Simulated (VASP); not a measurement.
# HfS2 in VASP: relaxation of cell and atoms with PBE+D4

Aim: the relaxation of cell and atoms of HfS2 with PBE+D4.

Program: VASP 6.6.1. These are calculated values, not measurements. Logs are shortened: lines on timing, memory, paths and dates and some standing lists are left out, and cuts for length are marked.

**1. The sheet as given**

The cell holds a sheet with vacuum, 3 atoms: a = 3.630 Å, b = 3.630 Å, c = 18.880 Å, α = 90.00°, β = 90.00°, γ = 120.00°.

The cell was built by a generator and needn't be a form met in nature.

**2. Relaxation of cell and atoms, PBE+D4**

Input file INCAR:

```
SYSTEM = HfS2
PREC = Accurate
ENCUT = 600
EDIFF = 1E-6
ISMEAR = 0
SIGMA = 0.03
LREAL = .FALSE.
LASPH = .TRUE.
NELM = 120
ALGO = Normal
ISIF = 3
LWAVE = .FALSE.
LCHARG = .FALSE.
GGA = PE
IVDW = 13
IBRION = 2
NSW = 60
EDIFFG = -0.005
LATTICE_CONSTRAINTS = .TRUE. .TRUE. .FALSE.
KPAR = 4
```

Input file KPOINTS:

```
regular mesh
0
G
  12 12 1
  0 0 0
```

Input file POSCAR:

```
HfS2
1.0
    3.6300000000      0.0000000000      0.0000000000
   -1.8150000000      3.1436722200      0.0000000000
    0.0000000000      0.0000000000     18.8800000000
S Hf
2 1
Direct
    0.3333330000      0.6666670000      0.4237288100
    0.6666670000      0.3333330000      0.5762711900
    0.0000000000      0.0000000000      0.5000000000
```

Potentials or basis: VASP PAW PBE potentials, release 64 (S, Hf_pv).

Started as:

```
$ cat potpaw_PBE.64/S/POTCAR potpaw_PBE.64/Hf_pv/POTCAR > POTCAR
$ mpirun -np 4 vasp_std > vasp.out
```

OUTCAR:

```text
SYSTEM = HfS2
   PREC = Accurate
   ENCUT = 600
   EDIFF = 1E-6
   ISMEAR = 0
   LREAL = .FALSE.
   LASPH = .TRUE.
   NELM = 120
   ISIF = 3
   GGA = PE
   IVDW = 13
   IBRION = 2
   NSW = 60
   EDIFFG = -0.005

 ion  position               nearest neighbor table
   1  0.333  0.667  0.424-   3 2.54   3 2.54   3 2.54
   2  0.667  0.333  0.576-   3 2.54   3 2.54   3 2.54
   3  0.000  0.000  0.500-   1 2.54   2 2.54   2 2.54   1 2.54   2 2.54   1 2.54

  LATTYP: Found a hexagonal cell.
 ALAT       =     3.6300000000
 C/A-ratio  =     5.2011019284

  Lattice vectors:

 A1 = (   3.6300000000,   0.0000000000,   0.0000000000)
 A2 = (  -1.8150000000,   3.1436722200,   0.0000000000)
 A3 = (   0.0000000000,   0.0000000000,  18.8800000000)

Analysis of symmetry for initial positions (statically):
=====================================================================
 Subroutine PRICEL returns:
 Original cell was already a primitive cell.

 Routine SETGRP: Setting up the symmetry group for a
 hexagonal supercell.

 Subroutine GETGRP returns: Found 12 space group operations
 (whereof 12 operations were pure point group operations)
 out of a pool of 24 trial point group operations.

The static configuration has the point symmetry D_3d.

Analysis of symmetry for dynamics (positions and initial velocities):
=====================================================================
 Subroutine PRICEL returns:
 Original cell was already a primitive cell.

 Routine SETGRP: Setting up the symmetry group for a
 hexagonal supercell.

 Subroutine GETGRP returns: Found 12 space group operations
 (whereof 12 operations were pure point group operations)
 out of a pool of 24 trial point group operations.

The dynamic configuration has the point symmetry D_3d.

 Subroutine INISYM returns: Found 12 space group operations
 (whereof 12 operations are pure point group operations),
 and found     1 'primitive' translations

----------------------------------------------------------------------------------------

                                     Primitive cell

  volume of cell :     215.4497

  direct lattice vectors                    reciprocal lattice vectors
     3.630000000  0.000000000  0.000000000     0.275482094  0.159049661  0.000000000
    -1.815000000  3.143672220  0.000000000     0.000000000  0.318099321  0.000000000
     0.000000000  0.000000000 18.880000000     0.000000000  0.000000000  0.052966102

  length of vectors
     3.630000000  3.630000004 18.880000000     0.318099322  0.318099321  0.052966102

  position of ions in fractional coordinates (direct lattice)
     0.333333000  0.666667000  0.423728810
     0.666667000  0.333333000  0.576271190
     0.000000000  0.000000000  0.500000000

  ion indices of the primitive-cell ions
   primitive index   ion index
                 1           1
                 2           2
                 3           3

----------------------------------------------------------------------------------------

 KPOINTS: regular mesh

Automatic generation of k-mesh.
 Grid dimensions read from file:
 generate k-points for:   12   12    1

 Generating k-lattice:

  Cartesian coordinates                     Fractional coordinates (reciprocal lattice)
     0.022956841  0.013254138  0.000000000     0.083333333 -0.000000000  0.000000000
     0.000000000  0.026508277  0.000000000     0.000000000  0.083333333  0.000000000
     0.000000000  0.000000000  0.052966102     0.000000000  0.000000000  1.000000000

  Length of vectors
     0.026508277  0.026508277  0.052966102

  Shift w.r.t. Gamma in fractional coordinates (k-lattice)
     0.000000000  0.000000000  0.000000000

 Subroutine IBZKPT returns following result:
 ===========================================

 Found     19 irreducible k-points:

 Following reciprocal coordinates:
            Coordinates               Weight
  0.000000  0.000000  0.000000      1.000000
  0.083333 -0.000000  0.000000      6.000000
  0.166667 -0.000000  0.000000      6.000000
  0.250000  0.000000  0.000000      6.000000
  0.333333 -0.000000  0.000000      6.000000
  0.416667 -0.000000  0.000000      6.000000
[... 11 lines left out ...]
  0.333333  0.250000  0.000000     12.000000
  0.333333  0.333333  0.000000      2.000000
   k-points           NKPTS =     19   k-points in BZ     NKDIM =     19   number of bands    NBANDS=     15
   number of dos      NEDOS =    301   number of ions     NIONS =      3
   total plane-waves  NPLWV = 144000
   dimension x,y,z NGX =    30 NGY =   30 NGZ =  160
   dimension x,y,z NGXF=    60 NGYF=   60 NGZF=  320
   ions per type =               2   1
   NGX,Y,Z   is equivalent  to a cutoff of  13.74, 13.74, 14.09 a.u.
   NGXF,Y,Z  is equivalent  to a cutoff of  27.48, 27.48, 28.18 a.u.
 SYSTEM =  HfS2
   PREC   = accura    normal or accurate (medium, high low for compatibility)
   ISTART =      0    job   : 0-new  1-cont  2-samecut
   ICHARG =      2    charge: 1-file 2-atom 10-const
   ISPIN  =      1    spin polarized calculation?
   LNONCOLLINEAR =      F non collinear calculations
   LSORBIT =      F    spin-orbit coupling
   LASPH  =      T    aspherical Exc in radial PAW
   ENCUT  =  600.0 eV  44.10 Ry    6.64 a.u.   7.25  7.25 37.71*2*pi/ulx,y,z
   NELM   =    120;   NELMIN=  2; NELMDL= -5     # of ELM steps
   EDIFF  = 0.1E-05   stopping-criterion for ELM
   LREAL  =      F    real-space projection
   EDIFFG = -.5E-02   stopping-criterion for IOM
   NSW    =     60    number of steps for IOM
   IBRION =      2    ionic relax: 0-MD 1-quasi-New 2-CG
   NFREE  =      1    steps in history (QN), initial steepest desc. (CG)
   ISIF   =      3    stress and relaxation
   ISYM   =      2    0-nonsym 1-usesym 2-fastsym
   POTIM  = 0.5000    time-step for ionic-motion
   TEBEG  =    0.0;   TEEND  =   0.0 temperature during run
   PSTRESS=    0.0 pullay stress
   NELECT =      22.0000    total number of electrons
   NUPDOWN=      -1.0000    fix difference up-down
   EMIN   =  10.00;   EMAX   =-10.00  energy-range for DOS
   EFERMI =   0.00;   METHOD = LEGACY
   ISMEAR =     0;   SIGMA  =   0.03  broadening in eV -4-tet -1-fermi 0-gaus
   EFERMI_NEDOS =   21; number of points for ismear=-14 and -15
   IALGO  =     38    algorithm
   IMIX   =      4    mixing-type and parameters
     AMIX     =   0.40;   BMIX     =  1.00
     AMIX_MAG =   1.60;   BMIX_MAG =  1.00
  volume/ion in A,a.u.               =      71.82       484.64
  Fermi-wavevector in a.u.,A,eV,Ry     =   0.765186  1.445992  7.966345  0.585510
  Thomas-Fermi vector in A             =   1.865252
   LORBIT       =      0    0 simple, 1 ext, 2 COOP (PROOUT), +10 PAW based schemes
   GGA     = PE    functional components
   LHFCALC =     F    Hartree Fock is set to
   AEXX    =    0.0000 exact exchange contribution
   IVDW    =    13    specifies the selected vdW correction
   LEPSILON=     F    determine dielectric tensor
   LRPA    =     F    only Hartree local field effects (RPA)
 conjugate gradient relaxation of ions
 non-spin polarized calculation
 Gauss-broadening in eV      SIGMA  =   0.03
  energy-cutoff  :      600.00
  volume of cell :      215.45
 maximum number of plane-waves:      7245
 NGX is ok and might be reduce to    30
   NGX = 15   NGY = 15   NGZ = 75

--------------------------------------- Ionic step        1  -------------------------------------------

 number of electron      22.0000000 magnetization

 Free energy of the ion-electron system (eV)
  ---------------------------------------------------
  ext. energy  EPLUGINS =         0.00000000
  ---------------------------------------------------
  free energy    TOTEN  =       -22.92224923 eV

  energy without entropy =      -22.92224923  energy(sigma->0) =      -22.92224923

------------------------ aborting loop because EDIFF is reached ----------------------------------------

  DFT-D4 for vdW energy calculation

  Edisp (eV):   -0.58798

  FORCE on cell =-STRESS in cart. coord.  units (eV):
  Direction    XX          YY          ZZ          XY          YZ          ZX
  --------------------------------------------------------------------------------------
  -------------------------------------------------------------------------------------
  Total      -0.18193    -0.18193     0.10115     0.00000    -0.00000    -0.00000
  in kB      -1.35293    -1.35293     0.75222     0.00000    -0.00000    -0.00000
  external pressure =       -0.65 kB  Pullay stress =        0.00 kB

 VOLUME and BASIS-vectors are now :
 -----------------------------------------------------------------------------
  energy-cutoff  :      600.00
  volume of cell :      215.45
      direct lattice vectors                 reciprocal lattice vectors
     3.630000000  0.000000000  0.000000000     0.275482094  0.159049661  0.000000000
    -1.815000000  3.143672220  0.000000000     0.000000000  0.318099321  0.000000000
     0.000000000  0.000000000 18.880000000     0.000000000  0.000000000  0.052966102
[... 206 lines left out ...]
 POSITION                                       TOTAL-FORCE (eV/Angst)
 -----------------------------------------------------------------------------------
     -0.00000      2.08757      7.98928         0.000000      0.000000      0.016245
      1.80789      1.04378     10.89072        -0.000000     -0.000000     -0.016245
      1.80788      3.13135      9.44000         0.000000      0.000000      0.000000
 -----------------------------------------------------------------------------------
    total drift:                               -0.000000      0.000000      0.000000

  FREE ENERGIE OF THE ION-ELECTRON SYSTEM (eV)
  ---------------------------------------------------
  free  energy   TOTEN  =       -23.5111765218 eV

  energy  without entropy=      -23.5111765218  energy(sigma->0) =      -23.51117652

--------------------------------------- Ionic step        7  -------------------------------------------

 number of electron      22.0000000 magnetization

 Free energy of the ion-electron system (eV)
  ---------------------------------------------------
  ext. energy  EPLUGINS =         0.00000000
  ---------------------------------------------------
  free energy    TOTEN  =       -22.92003969 eV

  energy without entropy =      -22.92003969  energy(sigma->0) =      -22.92003969

 E-fermi :  -3.1908     XC(G=0):  -3.5098

 val. band max:       -3.3676630631   @ k =   0.0000   0.0000   0.0000
 cond. band min:      -2.1241066288   @ k =   0.5000   0.0000   0.0000
 fundamental gap:      1.2435564342
 Fermi energy:        -3.1908406960

 k-point     1 :       0.0000    0.0000    0.0000
  band No.  band energies     occupation
      1     -34.0037      2.00000
      2     -33.8896      2.00000
      3     -33.8896      2.00000
      4     -16.2322      2.00000
      5     -14.8247      2.00000
      6      -7.4823      2.00000
      7      -5.9814      2.00000
      8      -5.9814      2.00000
      9      -4.2874      2.00000
     10      -3.3677      2.00000
     11      -3.3677      2.00000
     12      -1.2884      0.00000
     13      -1.2884      0.00000
     14      -0.5701      0.00000
     15       1.9744      0.00000
[... 348 lines left out ...]
 POSITION                                       TOTAL-FORCE (eV/Angst)
 -----------------------------------------------------------------------------------
     -0.00000      2.08824      7.99132        -0.000000      0.000000     -0.002521
      1.80847      1.04412     10.88868         0.000000     -0.000000      0.002521
      0.00000      0.00000      9.44000         0.000000      0.000000      0.000000
 -----------------------------------------------------------------------------------
    total drift:                               -0.000000     -0.000000      0.000000

  FREE ENERGIE OF THE ION-ELECTRON SYSTEM (eV)
  ---------------------------------------------------
  free  energy   TOTEN  =       -23.5112015910 eV

  energy  without entropy=      -23.5112015910  energy(sigma->0) =      -23.51120159

 reached required accuracy - stopping structural energy minimisation
```

Wall time 4.2 min (4 MPI ranks of Intel Xeon Platinum 8375C at 2.90GHz (Ice Lake), shared host); peak memory 0.45 GiB.

What came out:

* Free energy: -23.5112 eV
* Relaxed volume: 71.30 Å³/atom
* Relaxed cell: a = 3.617 Å, b = 3.617 Å, c = 18.880 Å, α = 90.00°, β = 90.00°, γ = 120.00°
* Space group after relaxing (to 0.05 Å): P-3m1 (No. 164)
* Energy gained by relaxing: 0.3 meV/atom
* Ionic steps: 7
* Band gap on the k mesh: 1.24 eV, indirect (least direct gap 2.08 eV)
* Dispersion energy per atom: -0.197 eV

Forces on the atoms (eV/Å):
```
S    0.000  0.000 -0.003
S    0.000  0.000  0.003
Hf   0.000  0.000  0.000
```

The path:
```tsv
step	energy change (eV)	largest force (eV/Å)	pressure (GPa)	volume (Å³)
1	0.0000	0.0354	-0.07	215.45
2	-0.0005	0.0741	0.10	214.19
3	-0.0005	0.0678	0.08	214.39
4	-0.0009	0.0314	0.04	214.12
5	-0.0010	0.0156	0.02	214.00
6	-0.0009	0.0162	-0.01	213.76
7	-0.0010	0.0025	0.01	213.90
```

Final structure:
```
S Hf
1.0
     3.61694    0.00000    0.00000
    -1.80847    3.13236    0.00000
     0.00000    0.00000   18.88000
S Hf
2 1
Direct
  0.33333 0.66667 0.42327
  0.66667 0.33333 0.57673
  0.00000 0.00000 0.50000
```

Caveat: spin-orbit coupling is left out, which moves the levels of the heavy elements. As with any semilocal functional, this PBE gap is likely too small.
